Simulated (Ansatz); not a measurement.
The reference is BeO in the wurtzite structure (space group P6_3mc, No. 186).

```
BeO
1.0
    2.71181     0.00000     0.00000
   -1.35591     2.34850     0.00000
    0.00000     0.00000     4.40456
Be O
2 2
Direct
  0.66667   0.33333   0.00149
  0.33333   0.66667   0.50149
  0.66667   0.33333   0.62371
  0.33333   0.66667   0.12371
```

Cartesian axes are those of the cell as printed.

Computed with PBE (Ansatz, a quantum-chemistry and plane-wave program; PAW; 420 eV plane waves; spin-orbit coupling left out).

For the base:

Gap character: direct at Γ
Pressure: 0.00 GPa

One thing is altered: compressive biaxial strain of 0.22 % in the plane normal to [001], as in epitaxy on a mismatched substrate; the out-of-plane cell vector and the atoms relax.

What happens to the gap character, pressure and out-of-plane strain?

The gap character remains direct at Γ; the pressure (mean of the normal stresses, compression positive) goes from zero to 0.76 GPa; the out-of-plane strain amounts to +0.08 %.

Whether these cells are dynamically stable was not tested.
